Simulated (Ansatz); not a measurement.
**C monolayer under biaxial strain in the plane of the sheet**

Wanted: the shifts of the zone-centre modes of C monolayer with strain.

Method: DFT PBEsol, scalar-relativistic, plane waves, PAW; PAW set soft_1, in Ansatz 0.2.0.

## 1. Starting point

The cell holds 2 atoms: 2 C. Cell: a = 2.460 Å, b = 2.460 Å, c = 23.800 Å, α = 90.0°, β = 90.0°, γ = 120.0°. Vacuum lies along c. The height across the vacuum is the one that the program set for its solve, not the one typed.

Structure file:

```cif
data_structure
_symmetry_space_group_name_H-M 'P 1'
_symmetry_Int_Tables_number 1
_cell_length_a 2.4600
_cell_length_b 2.4600
_cell_length_c 23.8000
_cell_angle_alpha 90.000
_cell_angle_beta 90.000
_cell_angle_gamma 120.000
_cell_volume 124.73
loop_
_atom_site_label
_atom_site_type_symbol
_atom_site_fract_x
_atom_site_fract_y
_atom_site_fract_z
_atom_site_occupancy
C1 C 0.33333 0.66667 0.42017 1
C2 C 0.66667 0.33333 0.42017 1
```

## 2. Bringing the structure to rest

Harmonic phonons are second derivatives at a point where the forces vanish, and they are wanted at zero stress, so atoms and cell are relaxed first. The program lengthens the typed cell of 20.0 Å along the normal to 23.8 Å, as its cut-off of the electrostatics needs, and moves no atom.

File input.yaml:

```yaml
crystal:
  lattice:
    - [2.46, 0.0, 0.0]
    - [-1.23, 2.13042, 0.0]
    - [0.0, 0.0, 20.0]
  atoms:
    - { symbol: C, position: [0.333333, 0.666667, 0.5] }
    - { symbol: C, position: [0.666667, 0.333333, 0.5] }
  periodic: [true, true, false]
kpoints:
  mp_grid: { grid: [21, 21, 1] }
hamiltonian:
  xc: pbesol
  pseudopotentials: { kind: paw, azcp: { folder: soft_1 }, xc_functional: pbe }
scf:
  occupations: { method: gaussian, width: 0.1 }
output:
  forces: true
  stress: true
  eigenvalues: true
  write_density: true
  write_potential: true
  elf: true
  volumetric_format: npy
relax:
  adjacent_minimum: "off"
  f_tol: 0.005
  max_steps: 80
  cell: { stress_2d_tol: 0.02 }
```

Launch:

```
ansatz run input.yaml --threads 4 --pin off --max-ram 16384MiB --backend cpu --events-out ev --progress --plain --runs-dir out
```

Numbers of over 12 decimals in the logs are rounded to 6 here.

Log:

```text
Warning: crystal.periodic: the lattice vector that does not repeat stood 0.000° off the slab's normal, 20.000 Å along it as the deck builds it. The run solves the slab on a vector along the normal, 23.800 Å long, with every atom where it was (on the deck's vector they left 20.00 Å outside them, and the widest stretch free of ions among them is 0.00 Å). A fractional position that the run reports is one of the run's ce [...]
Warning: the atoms were moved onto the symmetric positions of the space group found under crystal.symmetry.tolerance 1.0e-5 (fractional; no operation is sought that the atoms, as they stand in a round, miss by more than twice it, and no atom is moved by as much as it), and the run uses the moved positions. Before a round's move an operation carried an atom to 2.46e-6 Å from where it should land, the largest such dist [...]
crystal.periodic: the lattice vector that does not repeat stood 0.000° off the slab's normal, 20.000 Å along it as the deck builds it. The run solves the slab on a vector along the normal, 23.800 Å long, with every atom where it was (on the deck's vector they left 20.00 Å outside them, and the widest stretch free of ions among them is 0.00 Å). A fractional position that the run reports is one of the run's cell, which [...]
Engine: ansatz 0.2.0, aarch64-unknown-linux-gnu
Pseudopotentials: kind: paw
Pseudopotential: C, paw, valence charge 4, recommended cutoff 420 eV (normal), soft_1/C.paw.azcp
Functional definition: PBEsol
  exchange = pbesol_x
  correlation = pbesol_c
Crystal: 2 atoms, lattice volume = 124.732 Å³
Basis set: ecut = 420 eV, 2353 PW (Γ), exchange–correlation on 36×36×320 points (8 copies of the dense FFT grid, shifted against one another)
Bands: 8, of which v1, the nominal top of the filled ones, is band 4 counted from 1 (3 counted from 0)
Symmetry: 24 space group operations
Space group: P6/mmm (ITA 191), of the structure as read, at distance tolerance 5.0e-5 Å
k-points: 48 of 441
Non-local potential: C, projectors of the file, l = 0: 2, l = 1: 2, l = 2: 1
PAW form: soft (Blöchl's): semilocal exchange-correlation on the pseudo side does not see the compensation charge
PAW frozen core: C, regenerated for the run's functional, and the local potential with it (the file was generated under x = pbe(κ = 0.804, μ = 0.219515), c = pbe(β = 0.066725))
PAW one-centre angular grid: C, 110 points (default); XC on 64 Gauss nodes
Initial density: superposition of atomic densities (neutral atoms: chi_scale 0, normalization atom)
Initial wavefunctions: pseudopotential atomic-orbital guess
Functional: x = pbesol(κ = 0.804, μ = 0.123457), c = pbesol(β = 0.046)
SCF iter   1: F=—  HF=-494.531174 eV  |F-HF|=—  |Δ(HF+E_count)|=         —  Δρ=4.79e-2  dr2=2.59e0  ethr=3.10e-3  ⟨swp⟩=8.8  Hψ=4137  notcnv=0
preconditioner: auto → LDOS  [metal: Δε(μ)=0.000 eV  Ē_g=18.642 eV  σ=0.100 eV  W_gap=0.00  n_scr=12 (ndim 8)  ℏωp=9.4 eV  f_vac=0.800  D(μ)=0.10/eV (n_scr^D=2)  β→1.0]
SCF iter   2: F=—  HF=-493.557545 eV  |F-HF|=—  |Δ(HF+E_count)|=   9.74e-1  Δρ=1.70e-2  dr2=3.91e-1  ethr=3.10e-3  ⟨swp⟩=4.2  Hψ=1583  notcnv=0
SCF iter   3: F=—  HF=-493.378487 eV  |F-HF|=—  |Δ(HF+E_count)|=   1.79e-1  Δρ=9.10e-4  dr2=1.00e-3  ethr=3.10e-3  ⟨swp⟩=3.4  Hψ=1275  notcnv=0
SCF iter   4: F=—  HF=-493.377543 eV  |F-HF|=—  |Δ(HF+E_count)|=   9.45e-4  Δρ=7.60e-5  dr2=3.48e-6  ethr=1.25e-5  ⟨swp⟩=3.5  Hψ=993  notcnv=0
SCF iter   5: F=—  HF=-493.377554 eV  |F-HF|=—  |Δ(HF+E_count)|=   1.15e-5  Δρ=9.98e-6  dr2=1.15e-7  ethr=1.25e-9  ⟨swp⟩=20.8  Hψ=5294  notcnv=0
iter 6 did not close the SCF: its close was put off until two iterations running show no level that it waits for move by more than its bar (scf_convergence_deferred on its scf_iter line)
SCF iter   6: F=-493.377554 eV  HF=-493.377554 eV  |F-HF|=2.17e-9  |Δ(HF+E_count)|=   3.02e-7  Δρ=6.14e-7  dr2=2.65e-10  ethr=1.25e-9  ⟨swp⟩=14.3  Hψ=3369  notcnv=0
SCF iter   7: F=-493.377554 eV  HF=-493.377554 eV  |F-HF|=2.15e-11  |Δ(HF+E_count)|=   2.20e-9  Δρ=9.11e-8  dr2=1.58e-11  ethr=3.31e-12  ⟨swp⟩=7.2  Hψ=2398  notcnv=0
SCF 1 converged in 7 iterations: F = -493.377554 eV  dr2 = 1.58e-11
  greatest PAW one-centre occupation: 0.672 electrons in one spin orbital (limit 2), on the C atom at site 1 (counted from 0), in its partial waves of l = 0
relax step   1: F+E_penalty+E_count = -493.37755435 eV  Δ(F+E_penalty+E_count) = +0.000e0 eV  max|allowed force component| = 5.736e-16 eV/Å  Δτ_max = 0.0000 Å  P = -0.231 N/m  Ω = 124.732 Å³  fix = [c, alpha, beta]  reactions: c -0.000 N/m  (7 SCF iters, dr2 threshold 1.00e-7 eV, accepted)
Crystal: 2 atoms, lattice volume = 124.647 Å³
Initial density: handed on by an earlier stage of this run
Initial wavefunctions: those handed on with the density
iter 1 solved again at ethr=1.19e-7 eV; its pass at ethr=3.10e-3 eV (dr2=9.55e-6 eV) is discarded
SCF iter   1: F=—  HF=-493.377614 eV  |F-HF|=—  |Δ(HF+E_count)|=         —  Δρ=8.27e-5  dr2=9.59e-6  ethr=1.19e-7  ⟨swp⟩=2.5  Hψ=2788  notcnv=0
preconditioner: auto → LDOS  [metal: Δε(μ)=0.000 eV  Ē_g=16.321 eV  σ=0.100 eV  W_gap=0.00  n_scr=12 (ndim 8)  ℏωp=9.4 eV  f_vac=0.822  D(μ)=0.10/eV (n_scr^D=2)  β→1.0]
SCF iter   2: F=—  HF=-493.377615 eV  |F-HF|=—  |Δ(HF+E_count)|=   1.49e-6  Δρ=3.41e-5  dr2=1.59e-6  ethr=1.19e-7  ⟨swp⟩=2.3  Hψ=595  notcnv=0
iter 3 did not close the SCF: its close was put off until two iterations running show no level that it waits for move by more than its bar (scf_convergence_deferred on its scf_iter line)
SCF iter   3: F=-493.377615 eV  HF=-493.377615 eV  |F-HF|=1.34e-8  |Δ(HF+E_count)|=   5.11e-7  Δρ=1.24e-6  dr2=1.56e-9  ethr=1.67e-9  ⟨swp⟩=13.8  Hψ=4135  notcnv=0
iter 4 did not close the SCF: its close was put off until two iterations running show no level that it waits for move by more than its bar (scf_convergence_deferred on its scf_iter line)
SCF iter   4: F=-493.377615 eV  HF=-493.377615 eV  |F-HF|=5.14e-11  |Δ(HF+E_count)|=   1.37e-8  Δρ=6.82e-8  dr2=1.92e-12  ethr=1.95e-11  ⟨swp⟩=8.4  Hψ=2750  notcnv=0
SCF iter   5: F=-493.377615 eV  HF=-493.377615 eV  |F-HF|=1.36e-12  |Δ(HF+E_count)|=  4.84e-11  Δρ=3.19e-9  dr2=1.34e-14  ethr=1.00e-12  ⟨swp⟩=6.0  Hψ=2013  notcnv=0
SCF 2 converged in 5 iterations: F = -493.377615 eV  dr2 = 1.34e-14
  greatest PAW one-centre occupation: 0.673 electrons in one spin orbital (limit 2), on the C atom at site 1 (counted from 0), in its partial waves of l = 0
relax step   2: F+E_penalty+E_count = -493.37761464 eV  Δ(F+E_penalty+E_count) = -6.030e-5 eV  max|allowed force component| = 2.961e-16 eV/Å  Δτ_max = 0.0000 Å  P = -0.086 N/m  Ω = 124.647 Å³  energy of the carried Pulay correction = +2.486e-5 eV  fix = [c, alpha, beta]  reactions: c -0.000 N/m  (5 SCF iters, dr2 threshold 1.34e-7 eV, accepted)
Crystal: 2 atoms, lattice volume = 124.596 Å³
iter 1 solved again at ethr=4.23e-8 eV; its pass at ethr=3.10e-3 eV (dr2=3.38e-6 eV) is discarded
SCF iter   1: F=—  HF=-493.377631 eV  |F-HF|=—  |Δ(HF+E_count)|=         —  Δρ=4.93e-5  dr2=3.41e-6  ethr=4.23e-8  ⟨swp⟩=2.5  Hψ=2804  notcnv=0
preconditioner: auto → LDOS  [metal: Δε(μ)=0.000 eV  Ē_g=16.322 eV  σ=0.100 eV  W_gap=0.00  n_scr=12 (ndim 8)  ℏωp=9.4 eV  f_vac=0.822  D(μ)=0.10/eV (n_scr^D=2)  β→1.0]
SCF iter   2: F=—  HF=-493.377635 eV  |F-HF|=—  |Δ(HF+E_count)|=   3.90e-6  Δρ=2.03e-5  dr2=5.65e-7  ethr=4.23e-8  ⟨swp⟩=2.3  Hψ=592  notcnv=0
iter 3 did not close the SCF: its close was put off until two iterations running show no level that it waits for move by more than its bar (scf_convergence_deferred on its scf_iter line)
SCF iter   3: F=-493.377635 eV  HF=-493.377635 eV  |F-HF|=6.98e-9  |Δ(HF+E_count)|=   1.48e-7  Δρ=7.45e-7  dr2=5.56e-10  ethr=2.33e-10  ⟨swp⟩=12.5  Hψ=3904  notcnv=0
iter 4 did not close the SCF: its close was put off until two iterations running show no level that it waits for move by more than its bar (scf_convergence_deferred on its scf_iter line)
SCF iter   4: F=-493.377635 eV  HF=-493.377635 eV  |F-HF|=2.38e-11  |Δ(HF+E_count)|=   7.08e-9  Δρ=4.05e-8  dr2=7.14e-13  ethr=6.95e-12  ⟨swp⟩=7.9  Hψ=2740  notcnv=0
iter 5 did not close the SCF: its close was put off until two iterations running show no level that it waits for move by more than its bar (scf_convergence_deferred on its scf_iter line)
SCF iter   5: F=-493.377635 eV  HF=-493.377635 eV  |F-HF|=1.36e-12  |Δ(HF+E_count)|=  2.29e-11  Δρ=2.00e-9  dr2=5.41e-15  ethr=1.00e-12  ⟨swp⟩=5.9  Hψ=1985  notcnv=0
SCF iter   6: F=-493.377635 eV  HF=-493.377635 eV  |F-HF|=1.02e-12  |Δ(HF+E_count)|=    0.00e0  Δρ=1.95e-10  dr2=4.36e-17  ethr=1.00e-12  ⟨swp⟩=4.0  Hψ=1490  notcnv=0
SCF 3 converged in 6 iterations: F = -493.377635 eV  dr2 = 4.36e-17
relax step   3: F+E_penalty+E_count = -493.37763514 eV  Δ(F+E_penalty+E_count) = -2.050e-5 eV  max|allowed force component| = 5.366e-16 eV/Å  Δτ_max = 0.0000 Å  P = +0.000 N/m  Ω = 124.596 Å³  energy of the carried Pulay correction = +3.964e-5 eV  fix = [c, alpha, beta]  reactions: c +0.000 N/m  (6 SCF iters, accepted)
Initial wavefunctions: pseudopotential atomic-orbital guess (no wavefunctions were taken with the density)
iter 1 solved again at ethr=2.71e-7 eV; its pass at ethr=3.10e-3 eV (dr2=2.17e-5 eV) is discarded
SCF iter   1: F=—  HF=-493.377583 eV  |F-HF|=—  |Δ(HF+E_count)|=         —  Δρ=2.12e-6  dr2=6.45e-10  ethr=2.71e-7  ⟨swp⟩=5.2  Hψ=5309  notcnv=0
eigensolver tolerance schedule: the retry pair's looser diagonalisation over-reported the residual by 33673.56 of it (diagonalisation noise at an unbounded share of the residual, at the tolerance the schedule requests for it); recorded, not acted on — ethr = c·dr2/N_el stays at c = 1.0e-1
preconditioner: auto → LDOS  [metal: Δε(μ)=0.000 eV  Ē_g=16.319 eV  σ=0.100 eV  W_gap=0.00  n_scr=12 (ndim 8)  ℏωp=9.4 eV  f_vac=0.822  D(μ)=0.10/eV (n_scr^D=2)  β→1.0]
SCF iter   2: F=—  HF=-493.377587 eV  |F-HF|=—  |Δ(HF+E_count)|=   4.18e-6  Δρ=2.68e-7  dr2=2.88e-11  ethr=8.06e-12  ⟨swp⟩=5.0  Hψ=1025  notcnv=0
SCF iter   3: F=-493.377587 eV  HF=-493.377587 eV  |F-HF|=1.48e-11  |Δ(HF+E_count)|=  4.49e-12  Δρ=3.39e-8  dr2=1.04e-12  ethr=1.00e-12  ⟨swp⟩=13.5  Hψ=3033  notcnv=0
SCF 4 converged in 3 iterations: F = -493.377587 eV  dr2 = 1.04e-12
relax step   4: F+E_penalty+E_count = -493.37758700 eV  Δ(F+E_penalty+E_count) = +4.814e-5 eV  max|allowed force component| = 4.996e-16 eV/Å  Δτ_max = 0.0000 Å  P = -0.001 N/m  Ω = 124.596 Å³  fix = [c, alpha, beta]  reactions: c -0.000 N/m  stress off target by 1.39e-3 N/m on what of the cell is left free  SCF on the basis re-selected at this cell (its energy is not comparable with the rows above)  (3 SCF iters)
basis re-selected at this cell: Δ(F+E_penalty+E_count) = +4.814e-5 eV, ΔP = -0.002 N/m vs the last step (what re-selecting the basis moved, of the pressure what is left beyond the Pulay correction that the steps carried, after the strain that the cell walked since its last selection, with what the two solves' SCF thresholds leave and, on support functions, any second-order correction that the steps lacked; it is no m [...]
WARN: The output density's exchange-correlation potential varies sharply where the density is thin. Do not read a vacuum level from v_tot or v_xc, or from such a field of the output density. On a cell that repeats whose density bears no net charge and no dipole along the vacuum's axis use v_es (v_loc + v_h of the components); under efield.dipole_correction with no amplitude use v_es + v_field, which holds any externa [...]
SCF converged after 3 iterations
Free energy (F): -493.377587 eV
Harris-Foulkes:  -493.377587 eV  (|F-HF|=1.48e-11)
Internal energy: -493.377075 eV  (E = F + TS)
E sigma→0 (E₀):  -493.377331 eV
Entropy (-TS):   -0.000512 eV (-0.256 meV/atom)
Fermi energy:    -4.306091 eV
--- Per-component energies (eV) ---
  E_band       = -107.751596
  E_kinetic    = 176.929998
  E_local      = -6165.491457  (includes V_loc(G=0)·N_el)
  E_nonlocal   = 47.101535
  E_hartree    = 2982.360456
  E_xc         = -93.096548
  E_vxc        = -115.067861  (∫ρ·V_xc dr)
  E_paw        = -192.445649  (= ΣΔE_a)
  E_vpaw       = -15.944788  (= ΣTr[D̂ρ^β])
  E_aug_tail   = 0.000030  (compensation charges beyond the density's cutoff)
  E_ewald      = 2751.222359
  E_core_change = 0.042201  (= ΣΔE_core)
  E_smearing   = -0.000512  (= −TS)
  E_closure    = 0.000000  (closes the sum)
  Σ components = -493.377587   (vs F -493.377587, Δ=0.00e0)
--- Forces (eV/Å), atoms counted from 1 ---
  atom   1  C      0.00000000    -0.00000000    -0.00000000
  atom   2  C      0.00000000     0.00000000     0.00000000
  max |Σ_I F_I| component: 1.48e-16 eV/Å
--- 2D stress c σ (N/m, compression-positive) ---
       -0.001395      -0.000000       0.000000
       -0.000000      -0.001395       0.000000
        0.000000       0.000000       0.000000
  P = ½ c Tr σ = -0.0014 N/m
--- Band table (eV; the first three rows and the last of 48) ---
  k-point 0: bands = ["-23.8651", "-12.0185", "-7.3067", "-7.3067", "-0.9280 (-0.9283°)", "-0.1532 (-0.1727°)", "0.4939", "0.7694"]
  k-point 1: bands = ["-23.8112", "-11.9537", "-7.5276", "-7.4249", "-0.8550 (-0.8553°)", "-0.0789 (-0.0983°)", "0.5687", "0.8439"]
  k-point 2: bands = ["-23.6499", "-11.7598", "-8.1479", "-7.7482", "-0.6361 (-0.6364°)", "0.1438 (0.1248°)", "0.7930", "1.0674"]
  k-point 47: bands = ["-16.8730", "-16.8730", "-14.9821", "-4.3061", "-4.3061", "6.2139", "8.6802", "8.6802"]
  ° read free of the cell's end (the report's vacuum.weakly_bound_levels)
--- Relaxed structure (3 steps of the walk, 3 accepted, 1 SCFs on fresh bases) ---
  F+E_penalty+E_count = -493.37758700 eV   max|allowed force component| = 4.996e-16 eV/Å   (the final SCF, on the basis selected at the relaxed cell)
  cell:  # Å, volume = 124.5962 Å³
    - [2.458661, 0.0, 0.0]
    - [-1.229330, 2.129262, 0.0]
    - [0.0, 0.0, 23.8]
  atoms:
    - { symbol: C, position: [0.333333, 0.666667, 0.420168] }
    - { symbol: C, position: [0.666667, 0.333333, 0.420168] }
```

Run time: 5.5 s. Hardware: 4 threads of Arm Neoverse V1, shared host; peak memory 0.41 GiB; 20 s of CPU time.

Little changed from the start: no atom moved by 0.005 Å and no cell edge by 0.1 %.

Numbers from this step:

| Item | Value |
| --- | --- |
| gap on the k-mesh | 0 eV |
| area per atom | 2.618 Å² |

Valence density in the ab plane at fractional z = 0.420, with atoms of C within 0.2 Å of it. It is the smooth field of the valence electrons, not physical close to the nuclei.

Ten even steps from '0' (0.2 e/Å³) to '9' (2.1 e/Å³):
```
0013589853100
0125799752100
2357888753211
4578778754323
7898789875555
9998899987778
9877789998899
7555578987898
4323457877875
2112357888753
0001257997521
0001358985310
0002479974200
```
Columns run along a (2.5 Å), rows up along b (2.5 Å). Atoms in or near the plane, at fractional coordinates: C at (0.33, 0.67), C at (0.67, 0.33).

ELF in the ab plane at fractional z = 0.420, with atoms of C within 0.2 Å of it. It is the smooth field of the valence electrons, not physical close to the nuclei.

Ten even steps from '_' (0.00) to '@' (0.93):
```
__..--**%%@@@@@@%%**--..__
..--++************++--....
==****==::..::==****==----
##%%**::____::**%%##**++**
@@@@**..__..**@@@@%%****%%
@@@@**::::**@@@@@@**==**@@
@@@@**==**@@@@@@**::::**@@
@@%%****%%@@@@**..__..**@@
##**++**##%%**::____::**%%
==----==****==::..::==****
......--++************++--
____..--**%%@@@@@@%%**--..
____..==##@@@@@@@@##==..__
```
Columns run along a (2.5 Å), rows up along b (2.5 Å). Atoms in or near the plane, at fractional coordinates: C at (0.33, 0.67), C at (0.67, 0.33).

Electrostatic potential energy in the ab plane at fractional z = 0.420, with atoms of C within 0.2 Å of it. With pseudopotentials it is smooth inside the atoms' cores, unlike the true potential.

Ten even steps from '0' (-74 eV) to '9' (-5 eV):
```
9998755578999
9986422468999
9863101368999
8741001478888
7520002577667
6521125654345
6543456521125
7766775200025
8888874100147
9999863101368
9999864224689
9999875557899
9999876678999
```
Columns run along a (2.5 Å; values clipped at the 3rd and 97th percentile), rows up along b (2.5 Å). Atoms in or near the plane, at fractional coordinates: C at (0.33, 0.67), C at (0.67, 0.33).

## 3. Tight relaxation

Phonons need small forces and stress, so the relaxation is finished with tight tolerances on 24×24×1 k points.

input.yaml, the sections that differ from step 2:

```yaml
crystal:
  lattice:
    - [2.4586605241, 0.0, 0.0]
    - [-1.229330262, 2.1292624731, 0.0]
    - [0.0, 0.0, 23.8]
  atoms:
    - { symbol: C, position: [0.3333333333, 0.6666666667, 0.4201680672] }
    - { symbol: C, position: [0.6666666667, 0.3333333333, 0.4201680672] }
  periodic: [true, true, false]
kpoints:
  mp_grid: { grid: [24, 24, 1] }
scf:
  occupations: { method: methfessel_paxton, width: 0.2 }
relax:
  adjacent_minimum: "off"
  f_tol: 0.001
  max_steps: 60
  cell: { stress_2d_tol: 0.002 }
# hamiltonian, output: as in step 2
```

Log:

```text
[...]
Crystal: 2 atoms, lattice volume = 124.596 Å³
Basis set: ecut = 420 eV, 2353 PW (Γ), exchange–correlation on 36×36×320 points (8 copies of the dense FFT grid, shifted against one another)
Bands: 8, of which v1, the nominal top of the filled ones, is band 4 counted from 1 (3 counted from 0)
Symmetry: 24 space group operations
[...]
k-points: 61 of 576
[...]
° read free of the cell's end (the report's vacuum.weakly_bound_levels)
--- Relaxed structure (2 steps of the walk, 2 accepted, 1 SCFs on fresh bases) ---
[...]
cell:  # Å, volume = 124.5950 Å³
    - [2.458649, -2.886742302851199e-11, 0.0]
    - [-1.229324, 2.129252, 0.0]
    - [0.0, 0.0, 23.8]
  atoms:
    - { symbol: C, position: [0.333333, 0.666667, 0.420168] }
    - { symbol: C, position: [0.666667, 0.333333, 0.420168] }
[key lines of the parts left out:]
SCF converged after 5 iterations
Free energy (F): -493.377946 eV
Fermi energy:    -4.306066 eV
P = ½ c Tr σ = -0.0012 N/m
```

Run time: 5.1 s. Hardware: 4 threads; peak memory 0.42 GiB.

Little changed from the start: no atom moved by 0.005 Å and no cell edge by 0.1 %.

Valence density in the ab plane at fractional z = 0.420, with atoms of C within 0.2 Å of it. It is the smooth field of the valence electrons, not physical close to the nuclei.

Ten even steps from '0' (0.2 e/Å³) to '9' (2.1 e/Å³):
```
0013589853100
0125799752100
2357888753211
4578778754323
7898789875555
9998899987778
9877789998899
7555578987898
4323457877875
2112357888753
0001257997521
0001358985310
0002479974200
```
Columns run along a (2.5 Å), rows up along b (2.5 Å). Atoms in or near the plane, at fractional coordinates: C at (0.33, 0.67), C at (0.67, 0.33).

ELF in the ab plane at fractional z = 0.420, with atoms of C within 0.2 Å of it. It is the smooth field of the valence electrons, not physical close to the nuclei.

Ten even steps from '_' (0.00) to '@' (0.93):
```
__..--**%%@@@@@@%%**--..__
..--++************++--....
==****==::..::==****==----
##%%**::____::**%%##**++**
@@@@**..__..**@@@@%%****%%
@@@@**::::**@@@@@@**==**@@
@@@@**==**@@@@@@**::::**@@
@@%%****%%@@@@**..__..**@@
##**++**##%%**::____::**%%
==----==****==::..::==****
......--++************++--
____..--**%%@@@@@@%%**--..
____..==##@@@@@@@@##==..__
```
Columns run along a (2.5 Å), rows up along b (2.5 Å). Atoms in or near the plane, at fractional coordinates: C at (0.33, 0.67), C at (0.67, 0.33).

Electrostatic potential energy in the ab plane at fractional z = 0.420, with atoms of C within 0.2 Å of it. With pseudopotentials it is smooth inside the atoms' cores, unlike the true potential.

Ten even steps from '0' (-74 eV) to '9' (-5 eV):
```
9998755578999
9986422468999
9863101368999
8741001478888
7520002577667
6521125654345
6543456521125
7766775200025
8888874100147
9999863101368
9999864224689
9999875557899
9999876678999
```
Columns run along a (2.5 Å; values clipped at the 3rd and 97th percentile), rows up along b (2.5 Å). Atoms in or near the plane, at fractional coordinates: C at (0.33, 0.67), C at (0.67, 0.33).

The forces vanish by symmetry, within the tolerances set.

[end of part 1 of 2]

[Logs are printed without paths, hosts, clocks, repeated set-up lines and the standing remarks that a program may print on its own settings, such as how far it seeks lower states.]

[Hosts, paths, dates, database ids (printed as entryN), source tags and the programs' standing remarks are cut or masked in the printed files.]
